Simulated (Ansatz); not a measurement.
# Al2O3: the cost of one run

All numbers below are computed with Ansatz 0.2.0 (DFT PBEsol, scalar-relativistic, plane waves, PAW).

2 further runs of the same task are left out: 2 set aside as unsound or not needed.

## (1) The structure to begin with

The cell holds 40 atoms (Al15BO24): a = 7.015 Å, b = 7.015 Å, c = 7.015 Å, α = 85.77°, β = 85.77°, γ = 85.77°.

The coordinates of this cell stand in the input of its own run.

The host was relaxed before at PBEsol: a = 4.774 Å, b = 4.774 Å, c = 13.015 Å, α = 90.00°, β = 90.00°, γ = 120.00° (conventional cell), 8.562 Å³/atom.

Places, in fractions of the supercell: B in place of Al at (0.148, 0.148, 0.148). The start keeps the symmetry of the ideal site.

## (2) Band edges of the host over the zone

input.yaml

```yaml
crystal:
  lattice:
    - [2.3869305998, 1.3780950243, 4.3382850848]
    - [-2.3869305998, 1.3780950243, 4.3382850848]
    - [0.0, -2.7561900487, 4.3382850848]
  atoms:
    - { symbol: Al, position: [0.1479209713, 0.1479209713, 0.1479209713] }
    - { symbol: Al, position: [0.3520790287, 0.3520790287, 0.3520790287] }
    - { symbol: Al, position: [0.6479209713, 0.6479209713, 0.6479209713] }
    - { symbol: Al, position: [0.8520790287, 0.8520790287, 0.8520790287] }
    - { symbol: O, position: [0.944140145, 0.555859855, 0.25] }
    - { symbol: O, position: [0.444140145, 0.75, 0.055859855] }
    - { symbol: O, position: [0.555859855, 0.25, 0.944140145] }
    - { symbol: O, position: [0.25, 0.944140145, 0.555859855] }
    - { symbol: O, position: [0.75, 0.055859855, 0.444140145] }
    - { symbol: O, position: [0.055859855, 0.444140145, 0.75] }
basis:
  ecutwfc: 420
  xc_grid: 2
kpoints:
  mp_grid: { grid: [6, 6, 6] }
  band_path: { path: [VBM, CBM], npoints: 2 }
hamiltonian:
  xc: pbesol
scf:
  occupations: { method: gaussian, width: 0.02 }
output:
  forces: true
  stress: true
  eigenvalues: true
```

On the command line:

```sh
$ ansatz run input.yaml --threads 8 --pin off --max-ram 16384MiB --backend cpu --events-out ev --progress --plain --runs-dir out
```

Q: Estimate wall time and peak memory on 8 threads of Arm Neoverse V2, shared host.

About 1.9 s, with a peak of 0.48 GiB.
